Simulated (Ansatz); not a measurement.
**Cu3N under several functionals and dispersion corrections (calculated)**

Starting cell:

```yaml
crystal:
  lattice:
    - [3.81400, 0.00000, 0.00000]
    - [0.00000, 3.81400, 0.00000]
    - [0.00000, 0.00000, 3.81400]
  atoms:
    - { symbol: Cu, position: [0.50000, 0.00000, 0.00000] }
    - { symbol: Cu, position: [0.00000, 0.50000, 0.00000] }
    - { symbol: Cu, position: [0.00000, 0.00000, 0.50000] }
    - { symbol: N, position: [0.00000, 0.00000, 0.00000] }
```

Ansatz, plane waves and PAW, scalar-relativistic (no spin–orbit coupling), 8×8×8 k-mesh. No spin polarisation. In the setting of the table the starting cell (space group Pm-3m) has 3.814 × 3.814 × 3.814 Å. Each functional was followed to zero pressure by scaling the cell, shape and atoms held, then fitted over four more volumes within ±4 % of it.

Question: What cell, stiffness and gap does each give?

Answer: 
| functional | V0 (Å³/atom) | cell | B0 (GPa) | B′ from the pressures | gap on the mesh | cutoff (eV) |
| --- | --- | --- | --- | --- | --- | --- |
| r2SCAN + D4 | 13.44 | 3.774 × 3.774 × 3.774 Å | 133 | 4.5 | 0.19 eV | 500 |
| RPBE | 14.50 | 3.871 × 3.871 × 3.871 Å | 104 | 4.8 | 0.34 eV | 420 |

The volumes span 7.8 %, from r2SCAN + D4 to RPBE; the larger cell is the softer one (104 against 133 GPa). Of 5 runs of this kind 3 are left out: 3 are in doubt (a loose fit, a gap or moment that comes and goes along the fit, no cell at zero pressure, a state that may not be the lowest or a known fault).

Caveats: gaps at these levels are rough, and mostly too small.

Points behind the fit for RPBE:

| V (Å³/atom) | E − Emin (meV/atom) | P (GPa) |
| --- | --- | --- |
| 13.917 | 8.18 | 4.69 |
| 14.207 | 1.99 | 2.21 |
| 14.497 | 0.00 | 0.01 |
| 14.787 | 1.82 | -1.95 |
| 15.077 | 6.96 | -3.70 |
